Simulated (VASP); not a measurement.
Sn:

```
CELL_PARAMETERS angstrom
0.00000 6.46669 6.46669
6.46669 0.00000 6.46669
6.46669 6.46669 0.00000
ATOMIC_POSITIONS crystal
Sn 0.00000 0.00000 0.00000
Sn 0.00000 0.00000 0.50000
Sn 0.00000 0.50000 0.00000
Sn 0.00000 0.50000 0.50000
Sn 0.50000 0.00000 0.00000
Sn 0.50000 0.00000 0.50000
Sn 0.50000 0.50000 0.00000
Sn 0.50000 0.50000 0.50000
Sn 0.12500 0.12500 0.12500
Sn 0.12500 0.12500 0.62500
Sn 0.12500 0.62500 0.12500
Sn 0.12500 0.62500 0.62500
Sn 0.62500 0.12500 0.12500
Sn 0.62500 0.12500 0.62500
Sn 0.62500 0.62500 0.12500
Sn 0.62500 0.62500 0.62500
```

This isn't the form of Sn at room conditions, which is tetragonal (white tin).

```yaml
Program: VASP 6.6.1
Task: phonon dispersion
Functional: PBEsol
Potentials_or_basis: VASP PAW PBE potentials, release 64 (Sn_d)
Cutoff: 520 eV
k_mesh: 2 × 2 × 2
Occupations: gaussian, width 0.03 eV
Spin: no spin polarisation
Long-range_dipole_term: no
Supercell_matrix: "[2, 0, 0, 0, 2, 0, 0, 0, 2]"
Further_INCAR_settings: LREAL = Auto; ALGO = Fast; EDIFF = 1e-07; IBRION = 6; POTIM = 0.015; NSW = 1
```

Question: Is this structure dynamically stable at this level, and how far does the spectrum reach?

Answer: Yes, as far as this q mesh shows: no mode on the path is imaginary. The highest frequency is 189 cm⁻¹.

Phonon frequencies at the corners of the path (cm⁻¹, interpolated; i marks imaginary ones):
| point | frequencies |
| --- | --- |
| Γ | 0 0 0 168 168 168 |
| X | 50 50 151 151 188 188 |
| W | 67 67 145 145 189 189 |
| K | 50 73 141 151 189 189 |
| L | 41 41 130 159 188 188 |
| U | 50 73 141 151 189 189 |

A q mesh this small can miss soft modes between its points.

Caveat: the k mesh is coarse (spacing up to 0.42 Å⁻¹), so the values aren't converged.
